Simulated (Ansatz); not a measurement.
Wanted: the native input for an Ansatz 0.2.0 run.

```yaml
Task: relaxation of cell and atoms
Functional: PBE
Potentials_or_basis: Ansatz PAW
Cutoff: "420 eV (not typed: the program's choice for these potentials)"
k_mesh: 7 × 7 × 6
Occupations: fermi-dirac, width 0.05 eV
Spin: no spin polarisation
Target_pressure_GPa: 0
```

SnO:

```xyz
4
Lattice="3.8137 0.0000 0.0000 0.0000 3.8137 0.0000 0.0000 0.0000 4.8869" Properties=species:S:1:pos:R:3 pbc="T T T"
Sn    1.9068    0.0000    3.7367
Sn    0.0000    1.9068    1.1503
O     0.0000    0.0000    0.0000
O     1.9068    1.9068    0.0000
```

The cell is a database's computed one.

One way to write it, as run:

input.yaml

```yaml
crystal:
  lattice:
    - [3.81369522, 0.0, 0.0]
    - [0.0, 3.81369522, 0.0]
    - [0.0, 0.0, 4.8869133]
  atoms:
    - { symbol: Sn, position: [0.5, 0.0, 0.76462614] }
    - { symbol: Sn, position: [0.0, 0.5, 0.23537386] }
    - { symbol: O, position: [0.0, 0.0, 0.0] }
    - { symbol: O, position: [0.5, 0.5, 0.0] }
hamiltonian:
  xc: pbe
  pseudopotentials: { kind: paw }
kpoints:
  mp_grid: { grid: [7, 7, 6] }
scf:
  occupations: { method: fermi_dirac, width: 0.05 }
output:
  forces: true
  stress: true
  eigenvalues: true
relax:
  f_tol: 0.01
  max_steps: 40
  cell: { stress_tol: 0.05 }
```

Potentials or basis: Ansatz PAW.

Run with:

```sh
$ ansatz run input.yaml --threads 2 --pin off --max-ram 5632MiB --backend cpu --events-out ev --progress --plain --runs-dir out
```

Results of the run:

```yaml
Relaxed_volume: 18.95 Å³/atom
Relaxed_cell: a = 3.868 Å, b = 3.868 Å, c = 5.067 Å, α = 90.00°, β = 90.00°, γ = 90.00°
Space_group_after_relaxing_to_0.05_Å: P4/nmm (No. 129)
Energy_gained_by_relaxing: 8.8 meV/atom
Ionic_steps: 10
Pressure_after_relaxing: 0.0 GPa
Band_gap_on_the_k_mesh: 0.71 eV, indirect (least direct gap 1.94 eV)
```

Caveat: odd divisions of the mesh miss points on the zone boundary, where band edges often lie, so the gap on the mesh can be too wide; the plane-wave basis is chosen anew once the cell has moved, so the energies of steps on either side of that aren't comparable; the pressure holds a Pulay correction of +0.4 GPa for the finite cutoff; spin-orbit coupling is left out, which moves the levels of the heavy elements.

Run time: 22 s on 2 threads of Intel(R) Xeon(R) Platinum 8259CL CPU @ 2.50GHz (Skylake/Cascade Lake), with other jobs on the host, peak memory 0.42 GiB.
